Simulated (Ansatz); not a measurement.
Relaxation of Fe

All numbers below come from DFT PBEsol, scalar-relativistic, plane waves, PAW (Ansatz). Run with 420 eV cutoff, 20×20×20 k-mesh, Gaussian smearing of 0.10 eV, collinear spin.

What was changed in Al: Al → Fe on all its sites, cell and atoms relaxed.

The starting moments weren't kept.

Command:

```bash
ansatz run input.yaml --threads 1 --pin off --max-ram 2560MiB --backend cpu --events-out ev --progress --plain --runs-dir out
```

Input:

```yaml
crystal:
  lattice:
    - [0.0, 1.7999525103, 1.7999525103]
    - [1.7999525103, 0.0, 1.7999525103]
    - [1.7999525103, 1.7999525103, 0.0]
  atoms:
    - { symbol: Fe, position: [0.0, 0.0, 0.0], spin: 2.97 }
basis:
  ecutwfc: 420
kpoints:
  mp_grid: { grid: [20, 20, 20] }
hamiltonian:
  xc: pbesol
scf:
  occupations: { method: gaussian, width: 0.1 }
output:
  forces: true
  stress: true
  eigenvalues: true
  populations: true
magnetization:
  spin_polarized: true
relax:
  adjacent_minimum: "off"
  f_tol: 0.01
  max_steps: 60
  cell: { stress_tol: 0.1 }
```

F is the free energy. Steps run on the plane waves of an earlier cell, but the last one, and at times one on the way, on a freshly chosen basis, so a repeated geometry can differ a little in energy.

Steps:

| step | F − F(1) (eV) | largest force component (eV/Å) | V (Å³/atom) | P (GPa) |
| --- | --- | --- | --- | --- |
| 1 | 0.0000 | 0.000 | 11.663 | -4.07 |
| 2 | -0.0034 | 0.000 | 11.509 | -2.92 |
| 3 | -0.0529 | 0.000 | 11.134 | -20.67 |
| 4 | -0.1363 | 0.000 | 9.561 | 10.91 |
| 5 | -0.1462 | 0.000 | 9.930 | -1.46 |
| 6 | -0.1465 | 0.000 | 9.879 | 0.02 |
| 7 | -0.1456 | 0.000 | 9.879 | 0.01 |

Relaxed structure:

```cif
data_structure
_symmetry_space_group_name_H-M 'P 1'
_symmetry_Int_Tables_number 1
_cell_length_a 2.4085
_cell_length_b 2.4085
_cell_length_c 2.4085
_cell_angle_alpha 60.000
_cell_angle_beta 60.000
_cell_angle_gamma 60.000
_cell_volume 9.88
loop_
_atom_site_label
_atom_site_type_symbol
_atom_site_fract_x
_atom_site_fract_y
_atom_site_fract_z
_atom_site_occupancy
Fe1 Fe 0.00000 0.00000 0.00000 1
```

The structure is cubic, space group Fm-3m (No. 225). Conventional cell: a = 3.406 Å, b = 3.406 Å, c = 3.406 Å, α = 90.00°, β = 90.00°, γ = 90.00°. Fe (site symmetry m-3m) has 12 Fe at 2.41 Å as nearest neighbours.

The run converged. Time: 32 s on 1 thread of Intel(R) Xeon(R) 6975P-C (Granite Rapids) (shared host), peak memory 0.4 GiB.